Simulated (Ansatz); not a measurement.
C: energy above lowest point as volume scale varies

Results calculated with Ansatz 0.2.0, not measured. Free energy against uniform scaling of the volume at fixed shape and fractions; periodic cell, basis, potentials, k mesh and filling as listed.

The cell before it is scaled or strained (space group C2/m, No. 12):
```
cell vectors (Å)
   2.1273    -1.2283     0.0000
   2.1273     1.2283     0.0000
  -1.3791     0.0000     3.5028
atoms (fractions of the cell vectors)
C   0.83336  0.83336  0.00009
C   0.16664  0.16664  0.99991
```

Settings of every row: functional LDA; dispersion none; potentials PAW; wave cutoff 500 eV; density cutoff 2000 eV; k mesh 14x14x8; k shift 0x0x0; occupations methfessel paxton; smearing width 0.05 eV; spin none.

Limits: a layered crystal: even scaling strains the bonds within the layers, so this curve is stiffer than the crystal under pressure; the cell comes from a prototype or a list of computed structures and needn't be the stable phase.

| row | volume scale | V (Å³/atom) | energy above lowest point (meV/atom) |
| --- | --- | --- | --- |
| 1 | 0.92 | 8.42 | 36.8 |
| 2 | 0.9467 | 8.665 | ? |
| 3 | 0.9733 | 8.908 | 0 |
| 4 | 1 | 9.153 | 0.7 |
| 5 | 1.0267 | 9.397 | 12.1 |
| 6 | 1.0533 | 9.641 | 33 |
| 7 | 1.08 | 9.885 | 62.3 |

Question: what energy above lowest point should row 2 give?

Worked fit of energy above lowest point. Take u = (V_r/V)^(2/3) − 1 with V_r = 9.275 Å³ an atom, which is twice the finite (Eulerian) strain; such expansions in the strain, on which the Birch-Murnaghan equation of state is built, carry the rest volume and the bulk modulus. The shown rows have u = 0.0666, 0.02728, 0.00887, -0.00867, -0.02547, -0.04157. Least squares give energy above lowest point = 5.13 − 654.2 × u + 17194 × u² − 3486 × u³ meV/atom; a parabola predicts inner rows, each left out in turn, worse (root mean square 0.16 against 0.03 meV/atom). All shown rows lie on it to the printed digit. Its lowest point lies at u = 0.0191, or V = 9.015 Å³ an atom, and the curvature there gives the bulk modulus at fixed shape and fractions, B = (4/9)(1 + u)² E″(u)/V = 279 GPa. Letting shape and atoms relax would as a rule lower it, by much in layered, chain or molecular crystals. The withheld row has u = 0.0464, so the fit gives 5.13 − 654.2 × (0.0464) + 17194 × (0.0464)² − 3486 × (0.0464)³ = 11.4 meV/atom.

The calculation gave 11.5 meV/atom. The fit lies 0.1 meV/atom (0.16 % of the column's range) below it, one unit of the last digit.
